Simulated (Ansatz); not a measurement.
Computed with DFT PBE, scalar-relativistic, plane waves, PAW in Ansatz 0.2.0. Settings: cutoff 420 eV, Γ-centred meshes spaced at most about 0.3 Å⁻¹, and about 0.25 Å⁻¹ or finer for metals (2π included), Gaussian smearing. No spin polarisation.

Temperature and zero-point effects are left out.

Two forms of Zr₅N₂ were relaxed alike.

A.

Space group P-3m1 (No. 164). a = 3.236 Å, b = 3.236 Å, c = 13.215 Å, α = 90.00°, β = 90.00°, γ = 120.00°
```
atom  site  symmetry       x       y       z
  Zr    1a      -3m.  0.0000  0.0000  0.0000
  Zr    2d       3m.  0.6667  0.3333  0.8003
  Zr    2d       3m.  0.3333  0.6667  0.5972
   N    2d       3m.  0.3333  0.6667  0.9008
```

B.

Space group P-3m1 (No. 164). a = 3.273 Å, b = 3.273 Å, c = 13.207 Å, α = 90.00°, β = 90.00°, γ = 120.00°
| atom | site | symmetry | x | y | z |
| --- | --- | --- | --- | --- | --- |
| Zr | 2d | 3m. | 0.6667 | 0.3333 | 0.7967 |
| Zr | 2d | 3m. | 0.3333 | 0.6667 | 0.6054 |
| Zr | 1a | -3m. | 0.0000 | 0.0000 | 0.0000 |
| N | 2c | 3m. | 0.0000 | 0.0000 | 0.6978 |

Task: Which would you expect to be lower, and how large is the difference?

Result: B is lower, by 26 meV/atom. A has space group P-3m1 (No. 164), 17.1 Å³/atom and no gap on its mesh; B has space group P-3m1 (No. 164), 17.5 Å³/atom and no gap. Counting Zr atoms around N (those within 1.25 times the shortest such distance or 1.15 times the sum of covalent radii, 1.27 where that leaves under three), A and B both have N 6. Both come from invented guesses.

The k mesh leaves some 4 meV/atom of noise in the energy of each metallic cell. Cells relaxed within their symmetry can be saddle points.
